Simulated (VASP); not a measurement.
Input of a VASP 6.6.1 run:

INCAR

```
SYSTEM = Ti
AGGAC = 1.0
AGGAX = 1.0
ALDAC = 0.0
ALDAX = 1.0
ALGO = Normal
EDIFF = 1E-7
ENCUT = 520
GGA = B5
ISIF = 2
ISMEAR = -1
LASPH = .True.
LCHARG = .False.
LREAL = .False.
LWAVE = .False.
NBANDS = 12
NELM = 80
PREC = Accurate
SIGMA = 0.1
```

File KPOINTS:

```
k-points
0
Gamma
  19 19 19
  0 0 0
```

POSCAR

```
Ti
1.0
    2.6743258376      0.0000000000      0.0000000000
    0.0000000000      2.6743258376      0.0000000000
    0.0000000000      0.0000000000      2.6743258376
Ti
1
Direct
    0.0000000000      0.0000000000      0.0000000000
```

Potentials or basis: VASP PAW PBE potentials, release 64 (Ti_sv).

Run with:

```bash
$ cat potpaw_PBE.64/Ti_sv/POTCAR > POTCAR
$ mpirun -np 1 vasp_std > vasp.out
```

Problem. Predict the band gap on the k mesh.

Solution. None (metal or under the smearing width).

Problem. Predict the pressure.

Solution. -0.2 GPa.

Caveat: the PAW data sets were made with another functional, which shifts forces and pressure a little.
